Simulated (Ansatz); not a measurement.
# Y2COF MXene bilayer (AB) in a perpendicular field, part 3 of 3

Aim: how the Y2COF MXene bilayer (AB) screens a field along its normal, and what the field does to its bands. A positive field points along +c.

Ansatz 0.2.0; plane-wave DFT, PBEsol-D3(BJ), Ansatz PAW.

So far. Step 5 (Single point, field -0.1 V/Å): The dipole is -0.153 e·Å, -0.0789 e·Å from its value without field. Step 6 (Atoms held, field 0.2 V/Å): The dipole is 0.0841 e·Å, 0.158 e·Å from its value without field.

**7. Single point, field -0.2 V/Å**

Input file input.yaml:

```yaml
crystal:
  lattice:
    - [3.4966357645, 0.0, 0.0]
    - [-1.7483178822, 3.0281753998, 0.0]
    - [0.0, 0.0, 30.9236730762]
  atoms:
    - { symbol: F, position: [0.3333333333, 0.6666666667, 0.2910391653], spin: 0.01 }
    - { symbol: "Y", position: [0.6666666667, 0.3333333333, 0.3293781581], spin: 0.06 }
    - { symbol: C, position: [0.0, 0.0, 0.3710937963], spin: 0.59 }
    - { symbol: "Y", position: [0.3333333333, 0.6666666667, 0.4283561919], spin: 0.01 }
    - { symbol: O, position: [0.6666666667, 0.3333333333, 0.4529763815], spin: 0.04 }
    - { symbol: F, position: [0.6666666667, 0.3333333333, 0.5491295559], spin: -0.01 }
    - { symbol: "Y", position: [0.0, 0.0, 0.58546299], spin: -0.06 }
    - { symbol: C, position: [0.3333333333, 0.6666666667, 0.6275344511], spin: -0.65 }
    - { symbol: "Y", position: [0.6666666667, 0.3333333333, 0.6855101731], spin: -0.01 }
    - { symbol: O, position: [0.0, 0.0, 0.7089608347], spin: -0.05 }
magnetization:
  spin_polarized: true
kpoints:
  mp_grid: { grid: [18, 18, 1] }
  band_path:
    path: [[0, 0, 0], [0.5, 0, 0], [0.33333333, 0.33333333, 0], [0, 0, 0]]
    npoints: 16
hamiltonian:
  xc: pbesol
  dispersion: d3bj
scf:
  occupations: { method: fermi_dirac, width: 0.02585 }
  convergence: { dr2_threshold: 1.0e-10 }
efield:
  axis: 3
  dipole_correction: true
  ramp_position: 0.9636
  ramp_width: 0.0877
  amplitude: -0.2
output:
  write_potential: true
  write_density: true
  volumetric_format: npy
```

Launch:

```bash
> ansatz run input.yaml --threads 4 --pin off --max-ram 6144MiB --backend cpu --events-out ev --progress --plain --runs-dir out
```

Numbers of over 12 decimals in the logs are rounded to 6 here.

What it wrote:

```text
[...]
Crystal: 10 atoms, lattice volume = 327.433 Å³
Basis set: ecut = 420 eV, 6373 PW (Γ)
Bands: 50, of which v1, the nominal top of the filled ones, is band 39 counted from 1 (38 counted from 0)
Symmetry: 6 space group operations
k-points: 37 of 324 (time reversal used)
[...]
Starting moments: Σ|m| = 1.49 μB on 10 of 10 sites
[...]
k-point 0 ↑: bands = [... 35 lower, 0.7438, 1.3553, 1.3553, 2.3239, 2.3239, 4.8941, 4.9475, 5.4346, ... 7 higher]
  k-point 1 ↑: bands = [... 35 lower, 0.7759, 1.2673, 1.3366, 2.2089, 2.3018, 4.9035, 4.9729, 5.4196, ... 7 higher]
  k-point 2 ↑: bands = [... 35 lower, 0.8456, 1.0711, 1.2864, 1.9313, 2.2431, 4.8496, 4.9692, 5.4027, ... 7 higher]
  k-point 36 ↓: bands = [... 35 lower, 0.3013, 0.6390, 0.6437, 1.0222, 1.3157, 5.0501, 5.1351, 5.8390, ... 7 higher]
[key lines of the parts left out:]
SCF converged after 14 iterations
Magnetization: -0.0792 μB (38.9604 up, 39.0396 down)
Free energy (F): -18408.017245 eV
Fermi energy:    1.509842 eV
Dipole field:    D = -0.128021 V/Å  (p = -0.231656 e·Å, saw-weighted, corrected)
```

Run time: 23 s. Hardware: 4 threads of AMD EPYC 9B45 (Zen 5), shared host; peak memory 1.6 GiB; 91 s of CPU time.

The dipole is -0.232 e·Å, -0.158 e·Å from its value without field.

**8. Single point, field 0.35 V/Å**

Edit input.yaml of step 7 so:

```diff
@@ -32,6 +32,8 @@
   dipole_correction: true
-  ramp_position: 0.9636
-  ramp_width: 0.0877
-  amplitude: -0.2
+  ramp_position: 0.9447
+  ramp_width: 0.1255
+  amplitude: 0.35
 output:
+  dos: { projected: true, e_range: [-6, 5] }
+  bader: true
   write_potential: true
@@ -39 +41,2 @@
   volumetric_format: npy
+  elf: true
```

What it wrote:

```text
[...]
Crystal: 10 atoms, lattice volume = 327.433 Å³
Basis set: ecut = 420 eV, 6373 PW (Γ)
Bands: 50, of which v1, the nominal top of the filled ones, is band 39 counted from 1 (38 counted from 0)
Symmetry: 6 space group operations
k-points: 37 of 324 (time reversal used)
[...]
Starting moments: Σ|m| = 1.49 μB on 10 of 10 sites
[...]
2      C     -1.7550     0.0001     0.7551
     3      Y      1.9741     0.0002     0.0174
     4      O     -1.3429     0.0002     0.0390
     5      F     -0.8200     0.0001    -0.0145
     6      Y      1.9203     0.0002    -0.1134
     7      C     -1.7032     0.0001    -0.8630
     8      Y      1.9854     0.0002    -0.0184
     9      O     -1.3205     0.0002    -0.0619
  estimated error of the sums over rays = 5.6e-4 e
[key lines of the parts left out:]
SCF converged after 14 iterations
Magnetization: -0.1446 μB (38.9277 up, 39.0723 down)
Free energy (F): -18408.009212 eV
Fermi energy:    1.516099 eV
Dipole field:    D = 0.111992 V/Å  (p = 0.202651 e·Å, saw-weighted, corrected)
```

Wall time 38 s (4 threads); peak memory 1.6 GiB; 2.5 min of CPU time.

The dipole is 0.203 e·Å, 0.277 e·Å from its value without field.

**9. Response, atoms held**

This step: plane-wave DFT, PBEsol-D3(BJ), Ansatz PAW; response to a field along the normal, atoms held (Ansatz 0.2.0).

The dipoles give the slope, and the difference of two potentials shows where the field is screened.

Numbers from this step:

- equivalent conductor thickness p/(ε₀AE): 13.49 Å
- distance between the outer atoms: 12.92 Å

Table of dipole of the cell by applied field:

```tsv
applied field (V/Å)	dipole of the cell (e·Å)
-0.200	-0.232
-0.100	-0.153
0.000	-0.0739
0.100	0.00509
0.200	0.0841
0.350	0.203
```

Total moment against applied field:

```tsv
applied field (V/Å)	total moment (μB)
-0.200	-0.0792
-0.100	-0.0911
0.000	-0.103
0.100	-0.115
0.200	-0.127
0.350	-0.145
```

Local field over the applied field, running mean. From the potentials at -0.1 and 0.1 V/Å; running mean over 2.5 Å. Table of local field over applied field by z:

```tsv
z (Å)	local field over applied field
4.5	1.000
5.0	0.999
5.5	0.998
6.0	0.994
6.5	0.981
7.0	0.943
7.5	0.861
8.0	0.747
8.5	0.610
9.0	0.465
9.5	0.328
10.0	0.229
10.5	0.150
11.0	0.0843
11.5	0.0379
12.0	0.0122
12.5	-0.00544
13.0	-0.0107
13.5	-0.00370
14.0	-3.6e-4
14.5	-0.00251
15.0	-0.00597
15.5	-0.00813
16.0	-0.00872
16.5	-0.00688
17.0	-0.00702
17.5	-0.0112
18.0	-0.0161
18.5	-0.00823
19.0	0.0163
19.5	0.0547
20.0	0.0870
20.5	0.115
21.0	0.150
21.5	0.209
22.0	0.313
22.5	0.463
23.0	0.633
23.5	0.788
24.0	0.904
24.5	0.964
25.0	0.988
25.5	0.996
26.0	0.999
26.5	1.000
```

Electrons, planar mean, per unit field. The induced electron density by z:

```tsv
z (Å)	induced electron density (e/Å³ per V/Å)
4.5	7.9e-7
5.0	2.4e-6
5.5	7.5e-6
6.0	2.4e-5
6.5	7.9e-5
7.0	2.5e-4
7.5	7.8e-4
8.0	0.00202
8.5	0.00263
9.0	0.00165
9.5	9.5e-4
10.0	9.9e-4
10.5	6.2e-4
11.0	1.7e-4
11.5	0.00135
12.0	1.0e-4
12.5	-2.8e-4
13.0	-2.4e-4
13.5	9.3e-5
14.0	-9.5e-5
14.5	1.2e-4
15.0	6.6e-5
15.5	1.5e-5
16.0	-2.8e-5
16.5	-5.3e-5
17.0	-6.9e-5
17.5	1.3e-5
18.0	2.7e-4
18.5	2.1e-4
19.0	-3.1e-4
19.5	-0.00105
20.0	-0.00102
20.5	-3.7e-5
21.0	9.6e-4
21.5	-7.0e-4
22.0	-0.00114
22.5	-0.00338
23.0	-0.00277
23.5	-0.00128
24.0	-4.7e-4
24.5	-1.6e-4
25.0	-5.1e-5
25.5	-1.5e-5
26.0	-4.4e-6
26.5	-1.2e-6
```

By hand: between -0.1 and 0.1 V/Å the dipole changes by 0.1579 e·Å, a slope of 0.7893 e·Å²/V. A perfect conductor of thickness t has p = ε₀AEt, so t = 180.95 × 0.7893 / 10.588 = 13.49 Å (e/ε₀ = 180.95 V·Å, A in Å²).

The induced dipole is that of a conductor 13.49 Å thick.

**10. Varying the input**

This step: plane-wave DFT, PBEsol-D3(BJ), Ansatz PAW (Ansatz 0.2.0).

A run with a changed input: it repeats the earlier run at 0.1 V/Å with basis.ecutrho_ratio to 4, scf.lower_state_search to light and basis.ecutwfc to 700 eV.

Edit input.yaml of step 8 so:

```diff
@@ -29,2 +29,3 @@
   convergence: { dr2_threshold: 1.0e-10 }
+  lower_state_search: light
 efield:
@@ -32,8 +33,6 @@
   dipole_correction: true
-  ramp_position: 0.9447
-  ramp_width: 0.1255
-  amplitude: 0.35
+  ramp_position: 0.9636
+  ramp_width: 0.0877
+  amplitude: 0.1
 output:
-  dos: { projected: true, e_range: [-6, 5] }
-  bader: true
   write_potential: true
@@ -41,2 +40,4 @@
   volumetric_format: npy
-  elf: true
+basis:
+  ecutrho_ratio: 4
+  ecutwfc: "700 eV"
```

What it wrote:

```text
[...]
Crystal: 10 atoms, lattice volume = 327.433 Å³
Basis set: ecut = 700 eV, 13735 PW (Γ)
Bands: 50, of which v1, the nominal top of the filled ones, is band 39 counted from 1 (38 counted from 0)
Symmetry: 6 space group operations
k-points: 37 of 324 (time reversal used)
[...]
Starting moments: Σ|m| = 1.49 μB on 10 of 10 sites
[...]
SCF iter   1: F=—  HF=-18392.828303 eV  |F-HF|=—  |Δ(HF+E_count)|=         —  Δρ=2.89e-2 (↑2.84e-2 ↓2.89e-2)  dr2=1.70e1  dr2_m=2.92e-2  M=-0.132 μB ∫|m|=1.531 μB  β_m=0.34  ethr=3.10e-3  p=0.088 e·Å  D=4.86e-2 V/Å  ΔV_dip=-1.50 eV  dr2_dipole=2.49e-1  V_vac-E_F(+/−)=8.97/7.71 eV  ⟨swp⟩=8.9  Hψ=18008  notcnv=0
[...]
SCF iter  15: F=-18408.014565 eV  HF=-18408.014565 eV  |F-HF|=1.46e-11  |Δ(HF+E_count)|=  1.09e-11  Δρ=3.98e-8 (↑3.98e-8 ↓3.88e-8)  dr2=6.77e-12  dr2_m=3.49e-12  M=-0.115 μB ∫|m|=2.049 μB  ethr=1.00e-12  p=0.005 e·Å  D=2.80e-3 V/Å  ΔV_dip=-0.09 eV  dr2_dipole=5.58e-13  V_vac-E_F(+/−)=6.45/3.77 eV  ⟨swp⟩=25.0  Hψ=18541  notcnv=0
SCF 1 converged in 15 iterations: F = -18408.014565 eV  dr2 = 6.77e-12
[...]
SCF converged after 15 iterations
Magnetization: -0.1149 μB (38.9425 up, 39.0575 down)
Absolute magnetization: 2.0487 μB (∫|ρ↑−ρ↓|, with the PAW one-centre terms)
[...]
Per-site moments (μB) at R_I (Å): [(0.00967327, 0.965734), (0.056386, 0.965734), (0.592909, 0.988244), (0.00606875, 0.890000), (0.037872, 0.890000), (-0.012303, 0.953034), (-0.056452, 0.953034), (-0.658837, 0.990696), (-0.00599957, 0.884846), (-0.052450, 0.884846)]
Free energy (F): -18408.014565 eV
[...]
Internal energy: -18408.008485 eV  (E = F + TS)
E sigma→0 (E₀):  -18408.011525 eV
Entropy (-TS):   -0.006080 eV (-0.608 meV/atom)
Fermi energy:    1.515136 eV
Dipole field:    D = 0.002801 V/Å  (p = 0.005068 e·Å, saw-weighted, corrected)
Work function:   not extracted (applied field tilts the vacuum); planar V_es + V_field profile in the machine report
[...]
--- Band table (eV; the first three rows and the last of 74) ---
  k-point 0 ↑: bands = [... 35 lower, 0.7675, 1.3552, 1.3552, 2.3255, 2.3255, 4.5616, 4.9393, 5.4040, ... 7 higher]
  k-point 1 ↑: bands = [... 35 lower, 0.7992, 1.2658, 1.3369, 2.2111, 2.3035, 4.5988, 4.9626, 5.3560, ... 7 higher]
  k-point 2 ↑: bands = [... 35 lower, 0.8673, 1.0661, 1.2874, 1.9350, 2.2451, 4.6502, 4.9540, 5.2626, ... 7 higher]
  k-point 36 ↓: bands = [... 35 lower, 0.2920, 0.6471, 0.6616, 1.0100, 1.3097, 5.0665, 5.0923, 5.8331, ... 7 higher]
```

The job ended after 53 s (4 threads; peak memory 3.1 GiB; 3.5 min of CPU time).

This step gave:

```yaml
energy_at_zero_smearing: -18408.0115 eV
total_moment: -0.1149 μB
dipole_along_the_normal: 0.005068 e·Å
```

Deep bands are left out, so band numbers here count from the lowest band kept and differ from the log's. The electronic bands at the labelled points (eV, zero at the Fermi level; # counts the bands kept):

```tsv
point	up #16	up #17	up #18	up #19	down #16	down #17	down #18	down #19
Γ	-0.16	-0.16	0.81	0.81	-0.16	-0.16	0.71	0.71
halfway	-0.59	-0.39	-0.12	0.54	-0.55	-0.43	-0.22	0.48
M	-0.86	-0.49	-0.47	0.45	-0.85	-0.54	-0.53	0.40
halfway	-0.89	-0.62	-0.47	0.13	-0.90	-0.65	-0.51	0.07
K	-0.86	-0.83	-0.49	-0.12	-0.87	-0.85	-0.51	-0.21
halfway	-0.62	-0.54	-0.10	0.25	-0.64	-0.53	-0.19	0.19
Γ	-0.16	-0.16	0.81	0.81	-0.16	-0.16	0.71	0.71
```

```tsv
quantity	this run	earlier run	difference
dipole along the normal (e·Å)	0.005068	0.005086	-1.8e-5
total moment (μB)	-0.1149	-0.1149	-2.6e-5
```

Nothing in the table moves by 0.01 in its unit (for the dipole 0.5 % and 5e-5 e·Å).

**11. Varying the input**

Another changed input: it repeats the earlier run at 0.1 V/Å with scf.eigensolver.kind to davidson and basis.precision to f64.

Edit input.yaml of step 10 so:

```diff
@@ -29,3 +29,3 @@
   convergence: { dr2_threshold: 1.0e-10 }
-  lower_state_search: light
+  eigensolver: { kind: davidson }
 efield:
@@ -41,3 +41,2 @@
 basis:
-  ecutrho_ratio: 4
-  ecutwfc: "700 eV"
+  precision: f64
```

What it wrote:

```text
[...]
Crystal: 10 atoms, lattice volume = 327.433 Å³
Basis set: ecut = 420 eV, 6373 PW (Γ)
Bands: 50, of which v1, the nominal top of the filled ones, is band 39 counted from 1 (38 counted from 0)
Symmetry: 6 space group operations
k-points: 37 of 324 (time reversal used)
[...]
Starting moments: Σ|m| = 1.49 μB on 10 of 10 sites
[...]
SCF iter  15: F=-18407.983253 eV  HF=-18407.983253 eV  |F-HF|=1.09e-11  |Δ(HF+E_count)|=  9.46e-11  Δρ=2.84e-8 (↑2.75e-8 ↓2.84e-8)  dr2=1.47e-11  dr2_m=1.33e-12  M=-0.115 μB ∫|m|=2.049 μB  ethr=1.00e-12  p=0.005 e·Å  D=2.81e-3 V/Å  ΔV_dip=-0.09 eV  dr2_dipole=3.97e-12  V_vac-E_F(+/−)=6.45/3.77 eV  ⟨swp⟩=2.0  Hψ=6607  notcnv=0
SCF 1 converged in 15 iterations: F = -18407.983253 eV  dr2 = 1.47e-11
[...]
the search or the solves at the SCF's close seem to have found levels that the self-consistency loop had missed (the run counts 1). By its estimate they hold under 1e-12 electrons; where the run keeps them, the occupations were computed again with them
[...]
SCF converged after 15 iterations
Magnetization: -0.1149 μB (38.9425 up, 39.0575 down)
Absolute magnetization: 2.0486 μB (∫|ρ↑−ρ↓|, with the PAW one-centre terms)
[...]
Per-site moments (μB) at R_I (Å): [(0.00967333, 0.965734), (0.056391, 0.965734), (0.592728, 0.988244), (0.0060701, 0.890000), (0.037870, 0.890000), (-0.012302, 0.953034), (-0.056455, 0.953034), (-0.658625, 0.990696), (-0.006001, 0.884846), (-0.052442, 0.884846)]
Free energy (F): -18407.983253 eV
[...]
Internal energy: -18407.977172 eV  (E = F + TS)
E sigma→0 (E₀):  -18407.980213 eV
Entropy (-TS):   -0.006081 eV (-0.608 meV/atom)
Fermi energy:    1.514857 eV
Dipole field:    D = 0.002810 V/Å  (p = 0.005085 e·Å, saw-weighted, corrected)
Work function:   not extracted (applied field tilts the vacuum); planar V_es + V_field profile in the machine report
[...]
--- Band table (eV; the first three rows and the last of 74) ---
  k-point 0 ↑: bands = [... 35 lower, 0.7673, 1.3550, 1.3550, 2.3251, 2.3251, 4.5629, 4.9396, 5.4039, ... 7 higher]
  k-point 1 ↑: bands = [... 35 lower, 0.7990, 1.2656, 1.3367, 2.2107, 2.3031, 4.6001, 4.9628, 5.3559, ... 7 higher]
  k-point 2 ↑: bands = [... 35 lower, 0.8671, 1.0660, 1.2873, 1.9346, 2.2448, 4.6511, 4.9542, 5.2629, ... 7 higher]
  k-point 36 ↓: bands = [... 35 lower, 0.2918, 0.6469, 0.6614, 1.0099, 1.3094, 5.0663, 5.0922, 5.8330, ... 7 higher]
```

The job ended after 30 s (4 threads; peak memory 1.5 GiB).

Numbers from this step:

```yaml
energy_at_zero_smearing: -18407.9802 eV
dipole_along_the_normal: 0.005085 e·Å
```

Deep bands are left out, so band numbers here count from the lowest band kept and differ from the log's. Electronic bands along the path, in eV, zero at the Fermi level; # counts the bands kept:

(Unchanged from step 10.)

```tsv
quantity	this run	earlier run	difference
dipole along the normal (e·Å)	0.005085	0.005086	-8.4e-7
total moment (μB)	-0.1149	-0.1149	2.8e-7
```

Nothing in the table moves by 0.01 in its unit (for the dipole 0.5 % and 5e-5 e·Å).

**12. Results**

| Item | Value |
| --- | --- |
| gap without field | none |
| work function, upper face | 5.77 eV |
| step between the vacuum levels | 1.26 eV |
| equivalent conductor thickness, atoms held | 13.5 Å |

The induced dipole equals that of a perfect conductor 13.49 Å thick, while the outer atoms lie 12.92 Å apart. The two faces differ: the vacuum level above lies 1.26 eV higher than the one below. There is no gap over 0.03 eV, with or without the field. The magnetic order is the one reached from the typed start; other orders were not compared. Spin-orbit coupling is left out. The MXene's terminations sit over the metal atoms of its far layer; the site over carbon or nitrogen, which some compounds prefer, was not run. With this functional, D3(BJ) tends to leave the relaxed cell short of measured lattice constants, by some per cent.

[Logs are printed without paths, hosts, clocks, repeated set-up lines and the standing remarks that a program may print on its own settings, such as how far it seeks lower states.]

[Hosts, paths, dates, database ids (printed as entryN), source tags and the programs' standing remarks are cut or masked in the printed files.]

[Maps of the electrostatic potential energy from Ansatz leave out the sawtooth potential of an applied field or a dipole correction, so their vacuum need not be flat; planar profiles and work functions include it.]
